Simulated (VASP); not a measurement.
# SnSe (Fm-3m) in VASP: notebook, part 2 of 2

VASP 6.6.1. The steps go on from the part before.

## 3. Single point, PBE (Pb replaced by Sn, lengths x 0.984, strained and moved within the space group)

INCAR reads:

```
ALGO = Fast
EDIFF = 1E-7
ENCUT = 520
GGA = PE
ISIF = 2
ISMEAR = 0
LASPH = True
LCHARG = True
LELF = True
LREAL = False
LVHAR = True
LWAVE = False
NBANDS = 17
NELM = 60
PREC = Accurate
SIGMA = 0.1
```

KPOINTS reads:

```
k-points
0
Gamma
  6 6 6
```

POSCAR reads:

```
SnSe
1.0
    0.0000000000      3.0921892080      3.0921892080
    3.0921892080      0.0000000000      3.0921892080
    3.0921892080      3.0921892080      0.0000000000
Sn Se
1 1
Direct
    0.0000000000      0.0000000000      0.0000000000
    0.5000000000      0.5000000000      0.5000000000
```

Potentials or basis: VASP PAW PBE potentials, release 64 (Sn_d, Se).

On the command line:

```
cat potpaw_PBE.64/Sn_d/POTCAR potpaw_PBE.64/Se/POTCAR > POTCAR
mpirun -np 1 vasp_std > vasp.out
```

OUTCAR:

```text
EDIFF = 1E-7
   ENCUT = 520
   GGA = PE
   ISIF = 2
   ISMEAR = 0
   LASPH = True
   LREAL = False
   NELM = 60
   PREC = Accurate

 ion  position               nearest neighbor table
   1  0.000  0.000  0.000-   2 3.09   2 3.09   2 3.09   2 3.09   2 3.09   2 3.09
   2  0.500  0.500  0.500-   1 3.09   1 3.09   1 3.09   1 3.09   1 3.09   1 3.09

  LATTYP: Found a face centered cubic cell.
 ALAT       =     6.1843784160

  Lattice vectors:

 A1 = (   0.0000000000,   3.0921892080,   3.0921892080)
 A2 = (   3.0921892080,   0.0000000000,   3.0921892080)
 A3 = (   3.0921892080,   3.0921892080,   0.0000000000)

Analysis of symmetry for initial positions (statically):
=====================================================================
 Subroutine PRICEL returns:
 Original cell was already a primitive cell.

 Routine SETGRP: Setting up the symmetry group for a
 face centered cubic supercell.

 Subroutine GETGRP returns: Found 48 space group operations
 (whereof 48 operations were pure point group operations)
 out of a pool of 48 trial point group operations.

The static configuration has the point symmetry O_h .

Analysis of symmetry for dynamics (positions and initial velocities):
=====================================================================
 Subroutine PRICEL returns:
 Original cell was already a primitive cell.

 Routine SETGRP: Setting up the symmetry group for a
 face centered cubic supercell.

 Subroutine GETGRP returns: Found 48 space group operations
 (whereof 48 operations were pure point group operations)
 out of a pool of 48 trial point group operations.

The dynamic configuration has the point symmetry O_h .

 Subroutine INISYM returns: Found 48 space group operations
 (whereof 48 operations are pure point group operations),
 and found     1 'primitive' translations

----------------------------------------------------------------------------------------

                                     Primitive cell

[... 102 lines left out ...]
  volume/ion in A,a.u.               =      29.57       199.52
  Fermi-wavevector in a.u.,A,eV,Ry     =   1.140623  2.155465 17.701461  1.301021
  Thomas-Fermi vector in A             =   2.277325
   LORBIT       =      0    0 simple, 1 ext, 2 COOP (PROOUT), +10 PAW based schemes
   GGA     = PE    functional components
   LHFCALC =     F    Hartree Fock is set to
   AEXX    =    0.0000 exact exchange contribution
   IVDW    =     0    specifies the selected vdW correction
   LEPSILON=     F    determine dielectric tensor
   LRPA    =     F    only Hartree local field effects (RPA)
 non-spin polarized calculation
 RMM-DIIS sequential band-by-band and
 Gauss-broadening in eV      SIGMA  =   0.10
  energy-cutoff  :      520.00
  volume of cell :       59.13
 maximum number of plane-waves:      1639
 NGX is ok and might be reduce to    36
   NGX = 17   NGY = 17   NGZ = 17

 number of electron      20.0000001 magnetization

 Free energy of the ion-electron system (eV)
  ---------------------------------------------------
  ext. energy  EPLUGINS =         0.00000000
  ---------------------------------------------------
  free energy    TOTEN  =        -8.19958610 eV

  energy without entropy =       -8.19914812  energy(sigma->0) =       -8.19936711

 E-fermi :   4.8947     XC(G=0):  -9.2418

 val. band max:        4.7696654908   @ k =   0.5000   0.0000   0.0000
 cond. band min:       5.0196709379   @ k =   0.5000   0.0000   0.0000
 fundamental gap:      0.2500054471
 Fermi energy:         4.8946682142

 k-point     1 :       0.0000    0.0000    0.0000
  band No.  band energies     occupation
      1     -16.9186      2.00000
      2     -16.9186      2.00000
      3     -16.9186      2.00000
      4     -16.9139      2.00000
      5     -16.9139      2.00000
      6      -8.6384      2.00000
[... 297 lines left out ...]
      4     -16.9105      2.00000
      5     -16.9063      2.00000
      6      -7.6477      2.00000
[... 9 lines left out ...]
     16      15.4371      0.00000
     17      17.2703      0.00000

------------------------ aborting loop because EDIFF is reached ----------------------------------------

  FORCE on cell =-STRESS in cart. coord.  units (eV):
  Direction    XX          YY          ZZ          XY          YZ          ZX
  --------------------------------------------------------------------------------------
  -------------------------------------------------------------------------------------
  Total       -1.0775612     -1.0775612     -1.0775612      0.0000000      0.0000000     -0.0000000
  in kB      -29.1960678    -29.1960678    -29.1960678      0.0000000      0.0000000     -0.0000000
  external PRESSURE =     -29.1960678 kB  Pullay stress =       0.0000000 kB

 VOLUME and BASIS-vectors are now :
 -----------------------------------------------------------------------------
  energy-cutoff  :      520.00
  volume of cell :       59.13
      direct lattice vectors                 reciprocal lattice vectors
     0.000000000  3.092189208  3.092189208    -0.161697738  0.161697738  0.161697738
     3.092189208  0.000000000  3.092189208     0.161697738 -0.161697738  0.161697738
     3.092189208  3.092189208  0.000000000     0.161697738  0.161697738 -0.161697738

 POSITION                                       TOTAL-FORCE (eV/Angst)
 -----------------------------------------------------------------------------------
      0.00000      0.00000      0.00000         0.000000      0.000000      0.000000
      3.09219      3.09219      3.09219         0.000000      0.000000      0.000000
 -----------------------------------------------------------------------------------
    total drift:                               -0.000000      0.000000      0.000000

  FREE ENERGIE OF THE ION-ELECTRON SYSTEM (eV)
  ---------------------------------------------------
  free  energy   TOTEN  =        -8.1995860960 eV

  energy  without entropy=       -8.1991481238  energy(sigma->0) =       -8.19936711
```

OSZICAR:

```text
N       E                     dE             d eps       ncg     rms          rms(c)
DAV:   1     0.123311660511E+03    0.12331E+03   -0.99310E+03   568   0.142E+03
DAV:   2     0.328674435189E+01   -0.12002E+03   -0.11675E+03   584   0.328E+02
DAV:   3    -0.813765904194E+01   -0.11424E+02   -0.11331E+02   659   0.900E+01
DAV:   4    -0.842196329543E+01   -0.28430E+00   -0.28392E+00   641   0.150E+01
DAV:   5    -0.843083144424E+01   -0.88681E-02   -0.88678E-02   794   0.257E+00    0.279E+00
RMM:   6    -0.819884590658E+01    0.23199E+00   -0.26891E-01   666   0.272E+00    0.163E+00
RMM:   7    -0.819815854242E+01    0.68736E-03   -0.60330E-02   645   0.107E+00    0.871E-01
RMM:   8    -0.819991217142E+01   -0.17536E-02   -0.70929E-03   688   0.955E-01    0.148E-01
RMM:   9    -0.819952180397E+01    0.39037E-03   -0.22507E-03   703   0.339E-01    0.628E-02
RMM:  10    -0.819956460241E+01   -0.42798E-04   -0.38033E-04   747   0.193E-01    0.192E-02
RMM:  11    -0.819958428102E+01   -0.19679E-04   -0.84605E-05   782   0.803E-02    0.414E-03
RMM:  12    -0.819958600327E+01   -0.17222E-05   -0.17167E-05   850   0.382E-02    0.560E-03
RMM:  13    -0.819958609879E+01   -0.95521E-07   -0.30275E-06   807   0.141E-02    0.144E-03
RMM:  14    -0.819958609602E+01    0.27680E-08   -0.52546E-07   680   0.625E-03
   1 F= -.81995861E+01 E0= -.81993671E+01  d E =-.437972E-03
```

stdout:

```text
POSCAR found type information on POSCAR SnSe
 POSCAR found :  2 types and       2 ions
 scaLAPACK will be used
 LDA part: xc-table for (Slater+PW92), standard interpolation
 POSCAR, INCAR and KPOINTS ok, starting setup
 FFT: planning ... GRIDC
 FFT: planning ... GRID_SOFT
 FFT: planning ... GRID
 WAVECAR not read
 entering main loop
WARNING in EDDRMM: call to ZHEGV failed, returncode =   8  4     16
```

It took 16 s on 1 thread of AMD EPYC 9R45 (Zen 5), shared host; peak memory 0.17 GiB.

Results:

| Quantity | Value |
| --- | --- |
| Free energy | -8.1996 eV |
| Pressure | -2.9 GPa |
| Band gap on the k mesh | 0.25 eV, direct |

Levels at points of the mesh, in eV from the valence-band top:
```
           k point  band 7  band 8  band 9  band 10  band 11  band 12  band 13  band 14
(0.00, 0.00, 0.00)   -5.36   -2.02   -2.02    -2.02     3.97     3.97     3.97     5.91
(0.50, 0.00, 0.00)   -7.71   -1.79   -1.79     0.00     0.25     1.24     1.24     7.99
(0.50, 0.50, 0.00)   -6.05   -4.98   -3.32    -3.32     3.24     4.86     4.86     5.41
```

Caveat: spin-orbit coupling is left out, which moves the levels of the heavy elements. A k mesh can miss the band edges.
